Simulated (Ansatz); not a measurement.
# One structure, 3 elements: TiB2, ZrB2, HfB2

Plane-wave DFT in Ansatz with scalar-relativistic PAW potentials, cutoff 420 eV, Γ-centred meshes chosen by cell and gap, Gaussian smearing with energies taken to zero width. Every cell was relaxed (cell and atoms) in a run of its own, within the symmetry of its start. Functional: PBE.

All members share space group P6/mmm and the same sites; only the element on one set of sites changes (Ti, Zr, Hf). Members needn't be the stable form of their composition. Energies over the elements, where given, are against the elements' standard states in the same functional (H₂, N₂, O₂ and halogens uncorrected, Hg as a solid). The first member:

Space group P6/mmm (No. 191). a = 3.032 Å, b = 3.032 Å, c = 3.224 Å, α = 90.00°, β = 90.00°, γ = 120.00°
```
atom site symmetry x y z
  Ti    1a     6/mmm  0.0000  0.0000  0.0000
   B    2d      -6m2  0.3333  0.6667  0.5000
```

**Question.** How do size, gap and binding change down the group?

**Answer.**
```csv
compound,V (Å³/atom),a (Å),c (Å),energy over elements (eV/atom)
TiB2,8.56,3.032,3.224,-1.066
ZrB2,10.28,3.171,3.542,-1.019
HfB2,9.96,3.145,3.486,-1.008
```

Over the series the volume has no steady trend down the group (least for Ti); all are metallic on the mesh; binding against the elements weakens. Hf is no larger than Zr here (9.96 against 10.28 Å³/atom), as one expects from the lanthanide contraction and relativistic shrinking of 6s.

Spin-orbit coupling is left out, which matters for the bands of heavy elements.